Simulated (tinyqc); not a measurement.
Worked calculation: Pariser-Parr-Pople SCF with singles CI, for the molecule O=Cc1ccccc1 (SMILES; centres numbered as the heavy atoms are written). Computed by tinyqc, a small Python program that keeps every step. Settings: charge = 0, gamma = Ohno, start = huckel, damping = 0.5, iteration cap = 88, excitations kept = 6. Command: `OMP_NUM_THREADS=1 python tinyqc.py 24475 24476 out.jsonl` (the two numbers bound the seeds that draw the settings). One thread of a shared host (Intel(R) Xeon(R) Processor @ 2.60GHz), about 0.01 s of CPU time with the checks. Later iterations appear only in the table of the cycle.

## PPP integrals

Centres (angstrom, eV; a flat drawing with bonds scaled to 1.40 angstrom):
```
centre          x          y  core charge z          W   gamma_rr
1O      -2.879000   0.438000              1  17.700000  15.200000
2C      -1.930000  -0.591000              1  11.160000  11.130000
3C      -0.564000  -0.283000              1  11.160000  11.130000
4C       0.385000  -1.311000              1  11.160000  11.130000
5C       1.751000  -1.003000              1  11.160000  11.130000
6C       2.167000   0.333000              1  11.160000  11.130000
7C       1.218000   1.362000              1  11.160000  11.130000
8C      -0.148000   1.054000              1  11.160000  11.130000
```

Resonance integrals (eV):
```
i  j       beta
1  2  -2.700000
2  3  -2.570000
3  4  -2.570000
4  5  -2.570000
5  6  -2.570000
6  7  -2.570000
7  8  -2.570000
8  3  -2.570000
```

Ohno: gamma = 14.399645/sqrt(R^2 + a^2), a = 2 x 14.399645/(gamma_rr + gamma_ss); H_rr = -W_r - sum_(s != r) z_s gamma_rs; H_rs = beta for bonds.

repulsion gamma_rs (eV):
```
           1O         2C         3C         4C         5C         6C         7C         8C
1O  15.200000   8.105819   5.413467   3.729295   2.896795   2.788331   3.317895   4.790794
2C   8.105819  11.130000   7.553010   5.240060   3.670163   3.276624   3.669614   5.238699
3C   5.413467   7.553010  11.130000   7.556581   5.240060   4.668999   5.238699   7.553212
4C   3.729295   5.240060   7.556581  11.130000   7.553010   5.239840   4.668753   5.240168
5C   2.896795   3.670163   5.240060   7.553010  11.130000   7.555992   5.240168   4.669089
6C   2.788331   3.276624   4.668999   5.239840   7.555992  11.130000   7.554442   5.239560
7C   3.317895   3.669614   5.238699   4.668753   5.240168   7.554442  11.130000   7.553010
8C   4.790794   5.238699   7.553212   5.240168   4.669089   5.239560   7.553010  11.130000
```

core matrix H (eV):
```
            1O          2C          3C          4C          5C          6C          7C          8C
1O  -48.742396   -2.700000    0.000000    0.000000    0.000000    0.000000    0.000000    0.000000
2C   -2.700000  -47.913989   -2.570000    0.000000    0.000000    0.000000    0.000000    0.000000
3C    0.000000   -2.570000  -54.384028   -2.570000    0.000000    0.000000    0.000000   -2.570000
4C    0.000000    0.000000   -2.570000  -50.387706   -2.570000    0.000000    0.000000    0.000000
5C    0.000000    0.000000    0.000000   -2.570000  -47.985275   -2.570000    0.000000    0.000000
6C    0.000000    0.000000    0.000000    0.000000   -2.570000  -47.483788   -2.570000    0.000000
7C    0.000000    0.000000    0.000000    0.000000    0.000000   -2.570000  -48.402581   -2.570000
8C    0.000000    0.000000   -2.570000    0.000000    0.000000    0.000000   -2.570000  -51.444532
```

## Starting guess

pi electrons, sum of z_r less the charge = 8

Orbitals of the Hueckel matrix of the beta values.

P at the start:
```
           1O         2C         3C         4C         5C         6C         7C         8C
1O   1.000000   0.914908   0.000000  -0.248278   0.000000   0.199147   0.000000  -0.248278
2C   0.914908   1.000000   0.398208   0.000000  -0.046766   0.000000  -0.046766   0.000000
3C   0.000000   0.398208   1.000000   0.612279   0.000000  -0.302753   0.000000   0.612279
4C  -0.248278   0.000000   0.612279   1.000000   0.678146   0.000000  -0.321854   0.000000
5C   0.000000  -0.046766   0.000000   0.678146   1.000000   0.659045   0.000000  -0.321854
6C   0.199147   0.000000  -0.302753   0.000000   0.659045   1.000000   0.659045   0.000000
7C   0.000000  -0.046766   0.000000  -0.321854   0.000000   0.659045   1.000000   0.678146
8C  -0.248278   0.000000   0.612279   0.000000  -0.321854   0.000000   0.678146   1.000000
```

## Iteration 1: Fock matrix

F_rr = H_rr + P_rr gamma_rr / 2 + sum_(s != r) P_ss gamma_rs; F_rs = H_rs - P_rs gamma_rs / 2; E = tr P (H + F) / 2 + core repulsion sum_(r<s) z_r z_s gamma_rs.

F (eV):
```
            1O         2C         3C         4C         5C         6C         7C         8C
1O  -10.100000  -6.408039   0.000000   0.462952   0.000000  -0.277643   0.000000   0.594726
2C   -6.408039  -5.595000  -4.073834   0.000000   0.085820   0.000000   0.085807   0.000000
3C    0.000000  -4.073834  -5.595000  -4.883368   0.000000   0.706776   0.000000  -4.882337
4C    0.462952   0.000000  -4.883368  -5.595000  -5.131023   0.000000   0.751328   0.000000
5C    0.000000   0.085820   0.000000  -5.131023  -5.595000  -5.059870   0.000000   0.751382
6C   -0.277643   0.000000   0.706776   0.000000  -5.059870  -5.595000  -5.059360   0.000000
7C    0.000000   0.085807   0.000000   0.751328   0.000000  -5.059360  -5.595000  -5.131023
8C    0.594726   0.000000  -4.882337   0.000000   0.751382   0.000000  -5.131023  -5.595000
```

pi energy = -114.172505 eV

## Iteration 1: orbitals and new P

Diagonalise F (the basis is taken as orthonormal) and form P = 2 sum c c over the lowest orbitals; 0.5 of the old P is kept.

orbital energies (eV): -15.826716  -14.463470  -11.483306  -11.397156  -1.919351  0.287821  1.431552  4.105625

P after iteration 1:
```
           1O         2C         3C         4C         5C         6C         7C         8C
1O   1.173528   0.895380  -0.019258  -0.225625   0.003619   0.177251   0.004552  -0.230776
2C   0.895380   0.862129   0.381785   0.043534  -0.043937  -0.036007  -0.039337   0.044404
3C  -0.019258   0.381785   1.004029   0.615771  -0.000860  -0.306840  -0.001065   0.616297
4C  -0.225625   0.043534   0.615771   0.985396   0.678189   0.012345  -0.323251  -0.014815
5C   0.003619  -0.043937  -0.000860   0.678189   1.000191   0.659144   0.000236  -0.321904
6C   0.177251  -0.036007  -0.306840   0.012345   0.659144   0.989472   0.660326   0.012499
7C   0.004552  -0.039337  -0.001065  -0.323251   0.000236   0.660326   1.000291   0.676628
8C  -0.230776   0.044404   0.616297  -0.014815  -0.321904   0.012499   0.676628   0.984964
```

## Iteration 2: Fock matrix

As before.

F (eV):
```
            1O         2C         3C         4C         5C         6C         7C         8C
1O  -10.031267  -6.328892   0.052126   0.420712  -0.005241  -0.247117  -0.007552   0.552800
2C   -6.328892  -5.113258  -4.011815  -0.114059   0.080628   0.058991   0.072176  -0.116309
3C    0.052126  -4.011815  -5.945086  -4.896562   0.002253   0.716317   0.002790  -4.897513
4C    0.420712  -0.114059  -4.896562  -5.852296  -5.131183  -0.032344   0.754589   0.038816
5C   -0.005241   0.080628   0.002253  -5.131183  -5.834691  -5.060244  -0.000618   0.751500
6C   -0.247117   0.058991   0.716317  -0.032344  -5.060244  -5.754338  -5.064198  -0.032744
7C   -0.007552   0.072176   0.002790   0.754589  -0.000618  -5.064198  -5.762741  -5.125290
8C    0.552800  -0.116309  -4.897513   0.038816   0.751500  -0.032744  -5.125290  -5.667772
```

pi energy = -114.639209 eV

## Iteration 2: orbitals and new P

As before.

orbital energies (eV): -15.845940  -14.407814  -11.679710  -11.577174  -1.774681  0.083665  1.346735  3.893469

P after iteration 2:
```
           1O         2C         3C         4C         5C         6C         7C         8C
1O   1.277569   0.881216  -0.031114  -0.209342   0.006344   0.161850   0.006064  -0.217720
2C   0.881216   0.777099   0.369824   0.067602  -0.042307  -0.055090  -0.034031   0.069494
3C  -0.031114   0.369824   1.013506   0.618132  -0.004794  -0.309355  -0.000643   0.619279
4C  -0.209342   0.067602   0.618132   0.977947   0.678335   0.019937  -0.324434  -0.025583
5C   0.006344  -0.042307  -0.004794   0.678335   1.001247   0.659044   0.000872  -0.321914
6C   0.161850  -0.055090  -0.309355   0.019937   0.659044   0.981320   0.661457   0.022684
7C   0.006064  -0.034031  -0.000643  -0.324434   0.000872   0.661457   1.000365   0.675236
8C  -0.217720   0.069494   0.619279  -0.025583  -0.321914   0.022684   0.675236   0.970948
```

## Convergence

Stop when output and input P, before any damping, agree to 1e-7.

Course of the cycle:
```
iteration         E (eV)  largest |P(out) - P(in)|
1          -114.17250514                  3.47e-01
2          -114.63920941                  2.08e-01
3          -114.92005648                  1.26e-01
4          -115.08096521                  7.76e-02
5          -115.17059004                  4.83e-02
6          -115.21964987                  3.05e-02
7          -115.24621020                  1.95e-02
8          -115.26049059                  1.26e-02
9          -115.26813804                  8.28e-03
10         -115.27222641                  5.49e-03
11         -115.27441251                  3.70e-03
...                  ...                       ...
46         -115.27696938                  9.41e-07
47         -115.27696938                  7.51e-07
48         -115.27696938                  6.00e-07
49         -115.27696938                  4.80e-07
50         -115.27696938                  3.83e-07
51         -115.27696938                  3.06e-07
52         -115.27696938                  2.45e-07
53         -115.27696938                  1.96e-07
54         -115.27696938                  1.56e-07
55         -115.27696938                  1.25e-07
56         -115.27696938                  9.99e-08
```

Converged in 56 iterations.

## Converged orbitals

Charges are z - P_rr.

orbital energies (eV): -15.970258  -14.160612  -11.969691  -11.804185  -1.590244  -0.208063  1.269988  3.601570

coefficients:
```
         MO1        MO2        MO3        MO4        MO5        MO6        MO7        MO8
1O  0.273147   0.657709   0.056758  -0.462051  -0.396833   0.019486  -0.319724   0.126563
2C  0.317192   0.454603   0.022381  -0.079502   0.494349  -0.019132   0.588025  -0.308842
3C  0.499521   0.119229  -0.043750   0.519661   0.351288  -0.011990  -0.333953   0.478779
4C  0.392055  -0.105978  -0.522822   0.200509  -0.367731  -0.488410   0.008888  -0.384273
5C  0.325899  -0.301964  -0.463859  -0.308398  -0.105456   0.515532   0.317076   0.338972
6C  0.295078  -0.377805   0.072518  -0.490867   0.435678  -0.040042  -0.475308  -0.326567
7C  0.309977  -0.299760   0.536557  -0.182779  -0.176765  -0.473136   0.337416   0.351856
8C  0.363573  -0.107392   0.461198   0.316968  -0.327616   0.518972  -0.009700  -0.407862
```

pi charges: 1O -0.447805, 2C 0.371809, 3C -0.071397, 4C 0.043030, 5C -0.015334, 6C 0.047965, 7C -0.014488, 8C 0.086219

## Singles CI, singlets

Over the 6 single excitations with the smallest orbital gaps: A = (e_a - e_i) delta + 2 (ia|jb) - (ij|ab), with (pq|rs) = sum c_mp c_mq gamma_mn c_nr c_ns. f = 2/3 w |mu|^2 in atomic units, mu = sqrt2 sum c_ia sum_m c_mi c_ma R_m.

singlet CI matrix (eV):
```
           4>5        3>5        4>6        3>6        2>5        4>7
4>5   5.648479  -0.094529   0.068227   0.741783   0.081437  -0.008540
3>5  -0.094529   5.811702  -0.906735   0.017193   0.112275  -0.062455
4>6   0.068227  -0.906735   6.730289  -0.015169  -0.112676   0.063562
3>6   0.741783   0.017193  -0.015169   6.687436   0.402359  -0.638895
2>5   0.081437   0.112275  -0.112676   0.402359   7.957902   0.254533
4>7  -0.008540  -0.062455   0.063562  -0.638895   0.254533   8.188261
```

singlet excitation energies (eV): 5.195726  5.277861  6.659770  7.288501  8.134651  8.467560

oscillator strengths: 0.123185  0.104635  0.921451  0.975256  0.402927  0.249478

## Singles CI, triplets

Over the 6 single excitations with the smallest orbital gaps: A = (e_a - e_i) delta - (ij|ab), with (pq|rs) = sum c_mp c_mq gamma_mn c_nr c_ns.

triplet CI matrix (eV):
```
          4>5        3>5        4>6        3>6        2>5        4>7
4>5  3.969693   0.058281   0.091548   0.171614   0.395640   0.152771
3>5  0.058281   4.669987   0.171614  -0.110440  -0.041506   0.064050
4>6  0.091548   0.171614   5.576187  -0.165272  -0.116062  -0.022135
3>6  0.171614  -0.110440  -0.165272   4.642930  -0.104123  -0.115750
2>5  0.395640  -0.041506  -0.116062  -0.104123   6.233259   1.531599
4>7  0.152771   0.064050  -0.022135  -0.115750   1.531599   6.940911
```

triplet excitation energies (eV): 3.834406  4.586486  4.705868  5.054284  5.653162  8.198761
